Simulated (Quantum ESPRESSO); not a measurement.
# MgO: phonons with WC

**What was measured.**

“Infrared Optical Properties of Ferropericlase (Mg1-xFexO): Experiment and Theory”, 2007, arxiv:0704.2267 reports, for a bulk crystal of MgO at 295 K: high-frequency dielectric constant 2.95 ± 0.1.

MgO:

```
Mg O
1.0
     0.00000    2.09700    2.09700
     2.09700    0.00000    2.09700
     2.09700    2.09700    0.00000
Mg O
1 1
Cartesian
  0.0000 0.0000 0.0000
  2.0970 2.0970 2.0970
```

The cell is a database's computed one.

| Item | Value |
| --- | --- |
| Program | Quantum ESPRESSO 7.5 |
| Task | phonons |
| Functional | WC |
| Potentials or basis | GBRV 1.5 PBE |
| Cutoff | 612 eV |
| Density cutoff | 4898 eV |
| k mesh | 6 × 6 × 6, shifted |
| Occupations | fermi-dirac, width 0.05 eV |
| Spin | no spin polarisation |
| Mixing beta | 0.5 |
| Most SCF iterations | 120 |
| SCF threshold | 4e-10 Ry |

```json
{
  "Relaxed volume": "9.40 Å³/atom",
  "Relaxed cell": "a = 2.984 Å, b = 2.984 Å, c = 2.984 Å, α = 60.00°, β = 60.00°, γ = 60.00°",
  "Space group after relaxing (to 0.05 Å)": "Fm-3m (No. 225)",
  "Pressure after relaxing": "0.0 GPa",
  "Electronic dielectric tensor (diagonal)": "3.25",
  "Born charges (mean of the diagonal)": "Mg +1.99; O -1.99 e",
  "Highest phonon frequency at Γ, LO-TO splitting left out": "383 cm⁻¹",
  "Static dielectric tensor (diagonal)": "10.55"
}
```

The path:
| step | energy change (eV) | largest force (eV/Å) | pressure (GPa) | volume (Å³) |
| --- | --- | --- | --- | --- |
| 1 | 0.0000 | 0.0000 | 3.05 | 18.44 |
| 2 | -0.0032 | 0.0000 | 0.53 | 18.73 |
| 3 | -0.0033 | 0.0000 | 0.01 | 18.79 |
| 4 | -0.0033 | 0.0000 | 0.00 | 18.80 |

Final structure:
```cif
data_structure
_symmetry_space_group_name_H-M 'P 1'
_symmetry_Int_Tables_number 1
_cell_length_a 2.9844
_cell_length_b 2.9844
_cell_length_c 2.9844
_cell_angle_alpha 60.000
_cell_angle_beta 60.000
_cell_angle_gamma 60.000
_cell_volume 18.80
loop_
_atom_site_label
_atom_site_type_symbol
_atom_site_fract_x
_atom_site_fract_y
_atom_site_fract_z
_atom_site_occupancy
Mg1 Mg 0.00000 0.00000 0.00000 1
O1 O 0.50000 0.50000 0.50000 1
```

Levels at points of the mesh, in eV from the valence-band top:
| k point | band 4 | band 5 | band 6 | band 7 | band 8 | band 9 | band 10 | band 11 | band 12 | band 13 |
| --- | --- | --- | --- | --- | --- | --- | --- | --- | --- | --- |
| (0.08, 0.08, 0.08) | -38.82 | -17.07 | -0.43 | 0.00 | 0.00 | 5.09 | 14.72 | 15.85 | 15.85 | 20.77 |

Phonon frequencies in cm⁻¹ (negative: imaginary):
| q point | frequencies |
| --- | --- |
| (0.000, 0.000, 0.000) | 3 3 3 383 383 383 |

Electronic dielectric tensor:
```
3.25 0.00 0.00
0.00 3.25 0.00
0.00 0.00 3.25
```

Born effective charge tensors (e):
atom 1, Mg
```
1.99 0.00 0.00
0.00 1.99 0.00
0.00 0.00 1.99
```
atom 2, O
```
-1.99  0.00  0.00
 0.00 -1.99  0.00
 0.00  0.00 -1.99
```

Optical modes at Γ, degenerate ones joined, polar ones without the macroscopic field:
```tsv
cm⁻¹	components	symmetry	active in	IR intensity, summed ((D/Å)²/amu)
383	3	T1u	IR	28.37
```

Zone-centre frequencies without and with the macroscopic field along z (cm⁻¹):
|  | optical modes in rising order |
| --- | --- |
| without | 383 383 383 |
| with the field | 383 383 691 |

Static dielectric tensor, electrons and zone-centre modes:
```
10.55  0.00  0.00
 0.00 10.55  0.00
 0.00  0.00 10.55
```

Wall time 2.1 min on 1 thread of Intel(R) Xeon(R) Platinum 8375C CPU @ 2.90GHz (Ice Lake) (shared host), peak memory 0.11 GiB.

Against the measured high-frequency dielectric constant of MgO, 2.95 (295 K; “Infrared Optical Properties of Ferropericlase (Mg1-xFexO): Experiment and Theory”, 2007, arxiv:0704.2267), the calculated 3.25 is off by +10.2 %.

Caveat: the potentials were made for another functional, which shifts forces and pressure.
